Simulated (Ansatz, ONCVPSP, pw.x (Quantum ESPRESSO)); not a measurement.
# Equation-of-state test of one ONCV potential (La)

```json
{
  "Element": "La (Z = 57)",
  "Generator": "ONCVPSP 4.0.1.1 (patched build)",
  "Type": "optimised norm-conserving Vanderbilt (ONCV)",
  "Functional": "PBE",
  "Relativity": "scalar-relativistic",
  "Frozen core": "[Kr] 4d10",
  "Valence charge": "11",
  "Reference configuration": "5s2 5p6 5d1 6s2",
  "Partial waves": "5s+6s: rc 2.50 bohr, ncon 4, nbas 8, qcut 4.8 1/bohr, 2 projectors; 5p: rc 2.30 bohr, ncon 3, nbas 7, qcut 6.2 1/bohr, 2 projectors, debl 0.4 Ha; 5d: rc 2.95 bohr, ncon 4, nbas 7, qcut 3.2 1/bohr, 1 projector; f scattering state at 0.05 Ha: rc 2.40 bohr, ncon 4, nbas 7, qcut 5.4 1/bohr, 2 projectors, debl 1.1 Ha",
  "Local potential": "polynomial inside 2.05 bohr (lpopt 5, dvloc0 0 Ha)",
  "Core correction": "Teter function, parameters optimised by the program"
}
```

In the p channel the program set the typed energies aside and used -0.823, 0.250 Ha. In the f channel the program set the typed energies aside and used -0.160, 0.940 Ha.

Atomic tests: cutoffs needed: 11 Ha and 16 Ha (the cutoffs (Ha) at which the residual kinetic energy of the hardest occupied pseudo-wave falls to 1 and 0.1 mHa per electron) The cutoffs count occupied waves only; projector 2 of the f channel, the hardest unoccupied one, needs 42 Ha at the loose tolerance.; ghost test: no bound ghost flagged; GHOST(+) flagged for s at 96.2 eV; largest excitation error: -11 meV (all-electron minus pseudo) for 5s2 5p6 5d2 6s0, out of 4 test configurations.

Crystal test: sc La in pw.x 7.5, no spin, 10³ k-points, Fermi–Dirac smearing 0.01 Ry, cutoffs 50/200 Ry. The reference is all-electron LAPW (Ansatz 0.2.0) with the same functional, mesh and smearing; V0 and B0 come from Birch–Murnaghan fits to the pressures at five volumes. Errors are pseudo minus all-electron; Δ is the rms difference of the E(V) curves that follow from these fits, minima aligned, over ±6 % about the mean V0. Mesh and smearing are coarse, so the numbers serve the comparison and aren't converged zero-temperature values; the lattice is a test structure that the element need not adopt.

| V (Å³/atom) | P all-electron (GPa) | P pseudo (GPa) |
| --- | --- | --- |
| 35.159 | 1.20 | 1.05 |
| 36.084 | 0.55 | 0.42 |
| 37.009 | -0.04 | -0.14 |
| 37.934 | -0.56 | -0.65 |
| 38.859 | -1.03 | -1.10 |

All-electron: a0 = 3.331 Å (V0 = 36.94 Å³/atom), B0 = 22.3 GPa.

Pseudopotential: mean pressure error (GPa): -0.11; a0 (Å): 3.325; a0 error (%): -0.16; B0 error (%): -2.0; Δ (meV/atom): 0.9.

Problem. At the middle volume, how do free energy and pressure move when the wave cutoff is lowered (ecutrho kept at four times it)?

Solution.

```tsv
cutoff (Ry)	shift of F (meV/atom)	shift of P (GPa)
22	+322.2	-4.59
30	+23.9	-0.54
40	+4.7	-0.12
```

The run at the middle volume (56 k-points, 9 iterations) took about 30 s on one core of a shared host (Neoverse-N1, 64 threads, 124 GiB, load 58).
